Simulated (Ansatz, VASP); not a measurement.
## AlN in VASP and in Ansatz

```
Al N
1.0
     0.00000    2.26763    2.23461
     2.26763    0.00000    2.23461
     2.26763    2.26763    0.00000
Al N
1 1
Direct
  0.00000 0.00000 0.00000
  0.75000 0.75000 0.75000
```

Change from the starting cell: strain +0.030 along x and y, +0.015 along z, atoms carried along.

Alike in both runs: task single point; functional PBE; k mesh 10 × 10 × 10; occupations gaussian, width 0.05 eV; no spin polarisation.

|  | VASP | Ansatz |
| --- | --- | --- |
| version | VASP 6.6.1 | Ansatz 0.2.0 |
| potentials or method | VASP PAW PBE potentials, release 64 (Al, N) | scalar-relativistic, plane waves, PAW |
| plane-wave cutoff (eV) | 520 | 420 |
| valence electrons in the cell | 8 | 8 |

|  | VASP | Ansatz | Ansatz less VASP |
| --- | --- | --- | --- |
| gap on the k mesh at the Fermi level (eV) | 3.18 | 3.19 | +0.007 |
| least direct gap on the mesh (eV) | 3.32 | 3.31 | -0.004 |
| pressure (GPa) | -12.6 | -12.3 | +0.28 |
| largest component of the traceless stress (GPa) | 1.30 | 1.29 | -0.007 |

A k mesh can miss the band edges.
